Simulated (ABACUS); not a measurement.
Wanted: the native input for an ABACUS 3.10.1 run.

```
Task                                          : single point
Functional                                    : TM
Potentials or basis                           : SG15 ONCV 1.2 PBE
Cutoff                                        : 1320 eV
Density cutoff                                : 5279 eV
Basis                                         : plane waves
k mesh                                        : 7 × 7 × 7
Occupations                                   : fermi-dirac, width 0.05 eV
Spin                                          : no spin polarisation
Radial cutoff of the potentials (pseudo_rcut) : 10 bohr
SCF threshold on the density                  : 1e-08
Max SCF steps                                 : 100
Eigensolver                                   : dav
Mixing                                        : broyden
Mixing share                                  : 0.7
Symmetry key                                  : 1
Bands                                         : 18
```

Crystal: MgO.

```xyz
2
Lattice="0.0000 2.0970 2.0970 2.0970 0.0000 2.0970 2.0970 2.0970 0.0000" Properties=species:S:1:pos:R:3 pbc="T T T"
Mg    0.0000    0.0000    0.0000
O     2.0970    2.0970    2.0970
```

The cell is a database's computed one.

One way to write it, as run:

INPUT

```
INPUT_PARAMETERS
suffix              MgO
calculation         scf
basis_type          pw
pseudo_dir          ./
symmetry            1
dft_functional      MGGA_X_TM+MGGA_C_TM
ecutwfc             97
pseudo_rcut         10
nspin               1
nbands              18
ks_solver           dav
smearing_method     fd
smearing_sigma      0.00367493
scf_thr             1e-08
scf_nmax            100
mixing_type         broyden
mixing_beta         0.7
cal_force           1
cal_stress          1
mixing_tau          1
out_chg             1
out_pot             2
out_elf             1
```

STRU

```
ATOMIC_SPECIES
Mg 24.3050 Mg_ONCV_PBE-1.2.upf
O 15.9990 O_ONCV_PBE-1.2.upf

LATTICE_CONSTANT
1.8897261246

LATTICE_VECTORS
0.0000000000 2.0970013927 2.0970013927
2.0970013927 0.0000000000 2.0970013927
2.0970013927 2.0970013927 0.0000000000

ATOMIC_POSITIONS
Direct

Mg
0.0
1
0.0000000000 0.0000000000 0.0000000000 1 1 1

O
0.0
1
0.5000000000 0.5000000000 0.5000000000 1 1 1
```

KPT

```
K_POINTS
0
Gamma
7 7 7 0 0 0
```

Potentials or basis: SG15 ONCV 1.2 PBE, plane waves.

The run is started by

```bash
$ OMP_NUM_THREADS=1 mpirun -np 4 abacus > log
```

Results of the run:

```yaml
Pressure: 1.2 GPa
Band_gap_on_the_k_mesh: 5.17 eV, direct
```

Caveat: the potentials were made for another functional, which shifts forces and pressure.

Wall time 11 s on 4 MPI ranks on Intel(R) Xeon(R) Platinum 8488C (Sapphire Rapids) (shared host), peak memory 0.24 GiB a rank.
